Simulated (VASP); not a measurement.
# W (Fd-3m) in VASP: further runs, part 2 of 3

VASP 6.6.1.

### 3 Single point, revPBE

This run uses another cell than the first one, of 23.11 Å³/atom, 0.920 times its volume.

Input file INCAR:

```
SYSTEM = W
ALGO = Fast
EDIFF = 1E-6
ENCUT = 520
GGA = RE
ISIF = 2
ISMEAR = -1
LASPH = .TRUE.
LCHARG = .TRUE.
LELF = .TRUE.
LREAL = .FALSE.
LVHAR = .TRUE.
LWAVE = .FALSE.
NBANDS = 21
NELM = 60
PREC = Accurate
SIGMA = 0.1
```

Input file KPOINTS:

```
k-points
0
G
  11 11 11
  0 0 0
```

Input file POSCAR:

```
W
1.0
    0.0000000000      2.8484727717      2.8484727717
    2.8484727717      0.0000000000      2.8484727717
    2.8484727717      2.8484727717      0.0000000000
W
2
Direct
    0.1250000000      0.1250000000      0.1250000000
    0.8750000000      0.8750000000      0.8750000000
```

Potentials or basis: VASP PAW PBE potentials, release 64 (W_sv).

Command:

```sh
> cat potpaw_PBE.64/W_sv/POTCAR > POTCAR
> mpirun -np 1 vasp_std > vasp.out
```

OUTCAR:

```text
SYSTEM = W
   EDIFF = 1E-6
   ENCUT = 520
   GGA = RE
   ISIF = 2
   ISMEAR = -1
   LASPH = .TRUE.
   LREAL = .FALSE.
   NELM = 60
   PREC = Accurate

 ion  position               nearest neighbor table
   1  0.125  0.125  0.125-   2 2.47   2 2.47   2 2.47   2 2.47
   2  0.875  0.875  0.875-   1 2.47   1 2.47   1 2.47   1 2.47

  LATTYP: Found a face centered cubic cell.
 ALAT       =     5.6969455434

  Lattice vectors:

 A1 = (   0.0000000000,   2.8484727717,   2.8484727717)
 A2 = (   2.8484727717,   0.0000000000,   2.8484727717)
 A3 = (   2.8484727717,   2.8484727717,   0.0000000000)

Analysis of symmetry for initial positions (statically):
=====================================================================
 Subroutine PRICEL returns:
 Original cell was already a primitive cell.

 Routine SETGRP: Setting up the symmetry group for a
 face centered cubic supercell.

 Subroutine GETGRP returns: Found 48 space group operations
 (whereof 12 operations were pure point group operations)
 out of a pool of 48 trial point group operations.

The static configuration has the point symmetry D_3d.
 The point group associated with its full space group is O_h .

Analysis of symmetry for dynamics (positions and initial velocities):
=====================================================================
 Subroutine PRICEL returns:
 Original cell was already a primitive cell.

 Routine SETGRP: Setting up the symmetry group for a
 face centered cubic supercell.

 Subroutine GETGRP returns: Found 48 space group operations
 (whereof 12 operations were pure point group operations)
 out of a pool of 48 trial point group operations.

The dynamic configuration has the point symmetry D_3d.
 The point group associated with its full space group is O_h .

 Subroutine INISYM returns: Found 48 space group operations
 (whereof 12 operations are pure point group operations),
 and found     1 'primitive' translations

----------------------------------------------------------------------------------------

                                     Primitive cell

  volume of cell :      46.2239

  direct lattice vectors                    reciprocal lattice vectors
     0.000000000  2.848472772  2.848472772    -0.175532659  0.175532659  0.175532659
     2.848472772  0.000000000  2.848472772     0.175532659 -0.175532659  0.175532659
     2.848472772  2.848472772  0.000000000     0.175532659  0.175532659 -0.175532659

  length of vectors
     4.028348826  4.028348826  4.028348826     0.304031484  0.304031484  0.304031484

  position of ions in fractional coordinates (direct lattice)
     0.125000000  0.125000000  0.125000000
     0.875000000  0.875000000  0.875000000

  ion indices of the primitive-cell ions
   primitive index   ion index
                 1           1
                 2           2

----------------------------------------------------------------------------------------

 KPOINTS: k-points

Automatic generation of k-mesh.
 Grid dimensions read from file:
 generate k-points for:   11   11   11

 Generating k-lattice:

  Cartesian coordinates                     Fractional coordinates (reciprocal lattice)
    -0.015957514  0.015957514  0.015957514     0.090909091  0.000000000  0.000000000
     0.015957514 -0.015957514  0.015957514     0.000000000  0.090909091  0.000000000
     0.015957514  0.015957514 -0.015957514     0.000000000  0.000000000  0.090909091

  Length of vectors
     0.027639226  0.027639226  0.027639226

  Shift w.r.t. Gamma in fractional coordinates (k-lattice)
     0.000000000  0.000000000  0.000000000

 Subroutine IBZKPT returns following result:
 ===========================================

 Found     56 irreducible k-points:

 Following reciprocal coordinates:
            Coordinates               Weight
  0.000000  0.000000  0.000000      1.000000
  0.090909  0.000000  0.000000      8.000000
  0.181818  0.000000  0.000000      8.000000
  0.272727  0.000000  0.000000      8.000000
  0.363636  0.000000  0.000000      8.000000
  0.454545  0.000000  0.000000      8.000000
[... 16 lines left out ...]
 -0.272727  0.181818  0.000000     24.000000
 -0.181818  0.181818  0.000000     12.000000
 [... further k-points ...]
   k-points           NKPTS =     56   k-points in BZ     NKDIM =     56   number of bands    NBANDS=     21
   number of dos      NEDOS =    301   number of ions     NIONS =      2
   total plane-waves  NPLWV =  27000
   dimension x,y,z NGX =    30 NGY =   30 NGZ =   30
   dimension x,y,z NGXF=    60 NGYF=   60 NGZF=   60
   ions per type =               2
   NGX,Y,Z   is equivalent  to a cutoff of  12.38, 12.38, 12.38 a.u.
   NGXF,Y,Z  is equivalent  to a cutoff of  24.76, 24.76, 24.76 a.u.
 SYSTEM =  W
   PREC   = accura    normal or accurate (medium, high low for compatibility)
   ISTART =      0    job   : 0-new  1-cont  2-samecut
   ICHARG =      2    charge: 1-file 2-atom 10-const
   ISPIN  =      1    spin polarized calculation?
   LNONCOLLINEAR =      F non collinear calculations
   LSORBIT =      F    spin-orbit coupling
   LASPH  =      T    aspherical Exc in radial PAW
   ENCUT  =  520.0 eV  38.22 Ry    6.18 a.u.   7.49  7.49  7.49*2*pi/ulx,y,z
   NELM   =     60;   NELMIN=  2; NELMDL= -5     # of ELM steps
   EDIFF  = 0.1E-05   stopping-criterion for ELM
   LREAL  =      F    real-space projection
   EDIFFG = 0.1E-04   stopping-criterion for IOM
   NSW    =      0    number of steps for IOM
   IBRION =     -1    ionic relax: 0-MD 1-quasi-New 2-CG
   NFREE  =      0    steps in history (QN), initial steepest desc. (CG)
   ISIF   =      2    stress and relaxation
   ISYM   =      2    0-nonsym 1-usesym 2-fastsym
   POTIM  = 0.5000    time-step for ionic-motion
   TEBEG  =    0.0;   TEEND  =   0.0 temperature during run
   PSTRESS=    0.0 pullay stress
   NELECT =      28.0000    total number of electrons
   NUPDOWN=      -1.0000    fix difference up-down
   EMIN   =  10.00;   EMAX   =-10.00  energy-range for DOS
   EFERMI =   0.00;   METHOD = LEGACY
   ISMEAR =    -1;   SIGMA  =   0.10  broadening in eV -4-tet -1-fermi 0-gaus
   EFERMI_NEDOS =   21; number of points for ismear=-14 and -15
   IALGO  =     68    algorithm
   IMIX   =      4    mixing-type and parameters
     AMIX     =   0.40;   BMIX     =  1.00
     AMIX_MAG =   1.60;   BMIX_MAG =  1.00
  volume/ion in A,a.u.               =      23.11       155.97
  Fermi-wavevector in a.u.,A,eV,Ry     =   1.385178  2.617606 26.105727  1.918717
  Thomas-Fermi vector in A             =   2.509612
   LORBIT       =      0    0 simple, 1 ext, 2 COOP (PROOUT), +10 PAW based schemes
   GGA     = RE    functional components
   LHFCALC =     F    Hartree Fock is set to
   AEXX    =    0.0000 exact exchange contribution
   IVDW    =     0    specifies the selected vdW correction
   LEPSILON=     F    determine dielectric tensor
   LRPA    =     F    only Hartree local field effects (RPA)
 non-spin polarized calculation
 RMM-DIIS sequential band-by-band and
  energy-cutoff  :      520.00
  volume of cell :       46.22
 maximum number of plane-waves:      1267
 NGX is ok and might be reduce to    30
   NGX = 15   NGY = 15   NGZ = 15

 number of electron      28.0000002 magnetization

 Free energy of the ion-electron system (eV)
  ---------------------------------------------------
  ext. energy  EPLUGINS =         0.00000000
  ---------------------------------------------------
  free energy    TOTEN  =       -19.68791922 eV

  energy without entropy =      -19.60081699  energy(sigma->0) =      -19.64436811

 E-fermi :   5.9737     XC(G=0): -11.0620

 val. band max:        5.9658899977   @ k =  -0.2727   0.1818   0.0000
 cond. band min:       5.9843389338   @ k =   0.2727   0.2727   0.0000
 fundamental gap:      0.0184489362
 Fermi energy:         5.9736612781

 k-point     1 :       0.0000    0.0000    0.0000
  band No.  band energies     occupation
      1     -67.1518      2.00000
      2     -66.7428      2.00000
      3     -31.8283      2.00000
      4     -31.8283      2.00000
      5     -31.8283      2.00000
      6     -30.7360      2.00000
[... 13 lines left out ...]
     20      16.9158      0.00000
     21      17.2951      0.00000
[... 529 lines left out ...]
 k-point    24 :      -0.1818    0.1818    0.0000
  band No.  band energies     occupation
      1     -67.0929      2.00000
      2     -66.8035      2.00000
      3     -31.9772      2.00000
      4     -31.8993      2.00000
      5     -31.7481      2.00000
      6     -30.8219      2.00000
[... 13 lines left out ...]
     20      14.8080      0.00000
     21      15.4033      0.00000

 [... further k-points ...]

------------------------ aborting loop because EDIFF is reached ----------------------------------------

  FORCE on cell =-STRESS in cart. coord.  units (eV):
  Direction    XX          YY          ZZ          XY          YZ          ZX
  --------------------------------------------------------------------------------------
  -------------------------------------------------------------------------------------
  Total        3.4977781      3.4977781      3.4977781     -0.0000000     -0.0000000      0.0000000
  in kB      121.2374034    121.2374034    121.2374034     -0.0000000     -0.0000000      0.0000000
  external PRESSURE =     121.2374034 kB  Pullay stress =       0.0000000 kB

 VOLUME and BASIS-vectors are now :
 -----------------------------------------------------------------------------
  energy-cutoff  :      520.00
  volume of cell :       46.22
      direct lattice vectors                 reciprocal lattice vectors
     0.000000000  2.848472772  2.848472772    -0.175532659  0.175532659  0.175532659
     2.848472772  0.000000000  2.848472772     0.175532659 -0.175532659  0.175532659
     2.848472772  2.848472772  0.000000000     0.175532659  0.175532659 -0.175532659

 POSITION                                       TOTAL-FORCE (eV/Angst)
 -----------------------------------------------------------------------------------
      0.71212      0.71212      0.71212        -0.000000     -0.000000     -0.000000
      4.98483      4.98483      4.98483         0.000000      0.000000      0.000000
 -----------------------------------------------------------------------------------
    total drift:                               -0.000000      0.000000      0.000000

  FREE ENERGIE OF THE ION-ELECTRON SYSTEM (eV)
  ---------------------------------------------------
  free  energy   TOTEN  =       -19.6879192211 eV

  energy  without entropy=      -19.6008169949  energy(sigma->0) =      -19.64436811
```

stdout:

```text
POSCAR found type information on POSCAR W
 POSCAR found :  1 types and       2 ions
 scaLAPACK will be used
 -----------------------------------------------------------------------------
|                                                                             |
|                                                                             |
|     You enforced a specific xc type in the INCAR file but a different       |
|     I HOPE YOU KNOW WHAT YOU ARE DOING!                                     |
|                                                                             |
 -----------------------------------------------------------------------------

 LDA part: xc-table for (Slater+PW92), standard interpolation
 POSCAR, INCAR and KPOINTS ok, starting setup
 FFT: planning ... GRIDC
 FFT: planning ... GRID_SOFT
 FFT: planning ... GRID
 WAVECAR not read
 entering main loop
```

It took 50 s on 1 thread of Intel Xeon Platinum 8259CL at 2.50GHz (Skylake/Cascade Lake), shared host; peak memory 0.19 GiB.

Results:

| Property | Result |
| --- | --- |
| Free energy | -19.6879 eV |
| Pressure | 12.1 GPa |
| Band gap on the k mesh | none (metal or under the smearing width) |

Caveat: the PAW data sets were made with another functional, which shifts forces and pressure a little. Spin-orbit coupling is left out, which matters for the levels of W.

(Part 2 of 3 ends here.)
